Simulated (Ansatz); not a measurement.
Structure from Materials Project entry mp-100 (possibly hypothetical), not relaxed further.

Hf: DFT, LDA, PAW with Ansatz's default frozen-core files, scalar-relativistic (Ansatz 0.2.0).

Command: `ansatz run input.yaml --threads 1 --pin off --max-ram 2048MiB --backend cpu --events-out ev --progress --plain --runs-dir out` The run took about 6.3 s on 1 thread of a shared machine.

```yaml
crystal:
  lattice:
    - [-1.7674920948, 1.7674920948, 1.7674920948]
    - [1.7674920948, -1.7674920948, 1.7674920948]
    - [1.7674920948, 1.7674920948, -1.7674920948]
  atoms:
    - { symbol: Hf, position: [0.0, 0.0, 0.0] }
kpoints:
  mp_grid: { grid: [14, 14, 14] }
  band_path:
    path:
      - [0.0, 0.0, 0.0]
      - [0.5, -0.5, 0.5]
      - [0.0, 0.0, 0.5]
      - [0.0, 0.0, 0.0]
      - [0.25, 0.25, 0.25]
      - [0.5, -0.5, 0.5]
      - [0.25, 0.25, 0.25]
      - [0.0, 0.0, 0.5]
    npoints: 8
scf:
  occupations: { method: fermi_dirac, width: 0.05 }
hamiltonian:
  xc: lda
  pseudopotentials: { kind: paw }
output:
  forces: true
  stress: true
  eigenvalues: true
  efg: { contact_densities: true }
  populations: true
  bader: true
  dos: { projected: true, de: 0.2, e_range: [-14, 8] }
```

Output:

```
Hf: output.efg is read without spin–orbit coupling, which moves field gradients at and beside such atoms by some per cent and up to a factor of two; PAW files take it under magnetization.noncollinear and magnetization.spin_orbit
Engine: ansatz 0.2.0
Pseudopotentials: kind: paw
Pseudopotential: Hf, paw, valence charge 26, recommended cutoff 420 eV (normal)
Functional definition: SPW92
  exchange = slater_x
  correlation = pw_c
Crystal: 1 atoms, lattice volume = 22.087 Å³
Basis set: ecut = 420 eV, 429 PW (Γ)
Bands: 17, of which v1, the nominal top of the filled ones, is band 13 counted from 1 (12 counted from 0)
Symmetry: 48 space group operations
Space group: Im-3m (ITA 229), of the structure as read, at distance tolerance 2.8e-5 Å
k-points: 104 of 2744
Non-local potential: Hf, projectors of the file, l = 0: 3, l = 1: 2, l = 2: 2, l = 3: 3
PAW form: soft (Blöchl's): semilocal exchange-correlation on the pseudo side does not see the compensation charge
PAW frozen core: Hf, regenerated for the run's functional, and the local potential with it (the file was generated under x = pbe(κ = 0.804, μ = 0.2195149727645171), c = pbe(β = 0.06672455060314922))
PAW one-centre angular grid: Hf, 590 points (default); XC on 64 Gauss nodes
Initial density: superposition of atomic densities (neutral atoms: chi_scale 0, normalization atom), corrected by the library's trained network
Initial wavefunctions: pseudopotential atomic-orbital guess
Functional: x = slater, c = lda
SCF iter   1: F=—  HF=-15476.677731 eV  |F-HF|=—  |Δ(HF+E_count)|=         —  Δρ=6.14e-3  dr2=6.05e-3  ethr=1.77e-3  ⟨swp⟩=5.1  Hψ=7577  notcnv=0
preconditioner: auto → Kerker (q_TF=auto, 2.803 Å⁻¹)  [metal: Δε(μ)=0.033 eV  Ē_g=18.488 eV  σ=0.050 eV  W_gap=0.16  n_scr=12 (ndim 8)  ℏωp=38.7 eV  f_vac=0.000  D(μ)=1.86/eV (n_scr^D=18)]
SCF iter   2: F=—  HF=-15476.676776 eV  |F-HF|=—  |Δ(HF+E_count)|=   9.55e-4  Δρ=4.11e-3  dr2=2.74e-3  ethr=2.33e-5  ⟨swp⟩=1.5  Hψ=2975  notcnv=0
SCF iter   3: F=—  HF=-15476.676680 eV  |F-HF|=—  |Δ(HF+E_count)|=   9.54e-5  Δρ=1.32e-3  dr2=4.35e-4  ethr=1.05e-5  ⟨swp⟩=2.1  Hψ=2592  notcnv=0  defer=1
SCF iter   4: F=—  HF=-15476.676228 eV  |F-HF|=—  |Δ(HF+E_count)|=   4.53e-4  Δρ=4.24e-4  dr2=2.06e-5  ethr=1.67e-6  ⟨swp⟩=2.2  Hψ=3025  notcnv=0  defer=1
SCF iter   5: F=—  HF=-15476.676219 eV  |F-HF|=—  |Δ(HF+E_count)|=   8.93e-6  Δρ=1.02e-4  dr2=1.06e-6  ethr=7.94e-8  ⟨swp⟩=2.0  Hψ=3145  notcnv=0
SCF iter   6: F=—  HF=-15476.676218 eV  |F-HF|=—  |Δ(HF+E_count)|=   1.14e-6  Δρ=1.66e-5  dr2=2.18e-8  ethr=3.85e-10  ⟨swp⟩=4.2  Hψ=9260  notcnv=0
SCF iter   7: F=-15476.676218 eV  HF=-15476.676218 eV  |F-HF|=8.29e-10  |Δ(HF+E_count)|=   7.53e-9  Δρ=5.43e-6  dr2=3.08e-9  ethr=8.37e-11  ⟨swp⟩=4.5  Hψ=6070  notcnv=0
SCF 1 converged in 7 iterations: F = -15476.676218 eV  dr2 = 3.08e-9
  greatest PAW one-centre occupation: 0.998 electrons in one spin orbital (limit 2), on the Hf atom at site 0 (counted from 0), in its partial waves of l = 3
NSCF: frozen V_eff on 57 k-points
SCF converged after 7 iterations
Free energy (F): -15476.676218 eV
Harris-Foulkes:  -15476.676218 eV  (|F-HF|=8.29e-10)
Internal energy: -15476.660690 eV  (E = F + TS)
E sigma→0 (E₀):  -15476.668454 eV
Entropy (-TS):   -0.015528 eV (-15.528 meV/atom)
Fermi energy:    19.479392 eV
--- Per-component energies (eV) ---
  E_band       = 35.701894
  E_kinetic    = 425.522359
  E_local      = -5051.090784  (includes V_loc(G=0)·N_el)
  E_nonlocal   = -1232.984301
  E_hartree    = 2373.337664
  E_xc         = -297.550216
  E_vxc        = -266.546064  (∫ρ·V_xc dr)
  E_paw        = -6685.738739  (= ΣΔE_a)
  E_vpaw       = 1414.121390  (= ΣTr[D̂ρ^β])
  E_aug_tail   = -0.000001  (compensation charges beyond the density's cutoff)
  E_ewald      = -5010.613913
  E_core_change = 2.457243  (= ΣΔE_core)
  E_smearing   = -0.015528  (= −TS)
  E_closure    = 0.000000  (closes the sum)
  Σ components = -15476.676218   (vs F -15476.676218, Δ=0.00e0)
--- Forces (eV/Å), atoms counted from 1 ---
  atom   1  Hf     0.00000000     0.00000000    -0.00000000
  max |Σ_I F_I| component: 1.54e-30 eV/Å
--- Stress (GPa, compression-positive) ---
       -7.926985      -0.000000       0.000000
       -0.000000      -7.926985       0.000000
       -0.000000       0.000000      -7.926985
  P = ⅓ Tr σ = -7.9270 GPa (-79.270 kbar)
--- PAW observables at the nuclei: V_zz in 10²¹ V/m², potentials from the cell's mean, atoms counted from 1 ---
  atom   1  Hf V_zz =    +0.000000   η = 0.0000   by run symmetry: forbidden
            electrostatic potential = -14184.038728 V   contact ρ = 7500275.145587 e/Å³
--- Band table (eV; the first three rows and the last of 104) ---
  k-point 0: bands = ["-41.9928", "-10.2463", "-10.2463", "-10.2463", "7.9923", "7.9923", "7.9923", "8.0671", "8.0671", "8.0671", "8.1002", "12.4594", "20.9484", "20.9484", "20.9484", "23.7763", "23.7763"]
  k-point 1: bands = ["-41.9892", "-10.2921", "-10.2605", "-10.2464", "7.9936", "7.9950", "7.9951", "8.0645", "8.0662", "8.0662", "8.0966", "12.6515", "20.8170", "20.9006", "21.1395", "23.5674", "23.7763"]
  k-point 2: bands = ["-41.9792", "-10.4185", "-10.3003", "-10.2470", "7.9967", "8.0027", "8.0030", "8.0575", "8.0621", "8.0639", "8.0884", "13.2003", "20.4741", "20.6825", "21.7032", "23.2369", "23.7945"]
  k-point 103: bands = ["-41.8656", "-10.8511", "-10.8511", "-10.8511", "7.9753", "8.0247", "8.0247", "8.0247", "8.0769", "8.0769", "8.0769", "16.8748", "16.8748", "26.2888", "26.2888", "26.2888", "26.8839"]
--- Löwdin populations: 1 site ---
  site symbol       q [e]
     0     Hf     25.9454
  spilling = 0.002100 (of n_electrons = 26.000000)
--- Bader charges: 1 site ---
  site symbol  charge [e]  shift [e]
     0     Hf      0.0000     0.0000
  estimated error of the sums over rays = 1.1e-7 e
```

populations.tsv:

```
# site	symbol	l	j	q
# orbitals = lowdin
# n_electrons = 26.000000
# spilling = 0.002100
0	Hf	0_5S	-	1.954931
0	Hf	0_6S	-	0.799946
0	Hf	1_5P	-	5.972957
0	Hf	2_5D	-	3.223379
0	Hf	3_4F	-	13.994180
```

bader_charges.tsv:

```
# site	symbol	x_ang	y_ang	z_ang	partial_charge_e	electrons	volume_ang3	relative_density_drop	shared_charge_e	partial_wave_shift_e
# quadrature_error_electrons = 1.1e-7
0	Hf	0.0000	0.0000	0.0000	0.00000	72.00000	22.09	-	0.00000	0.00000
```
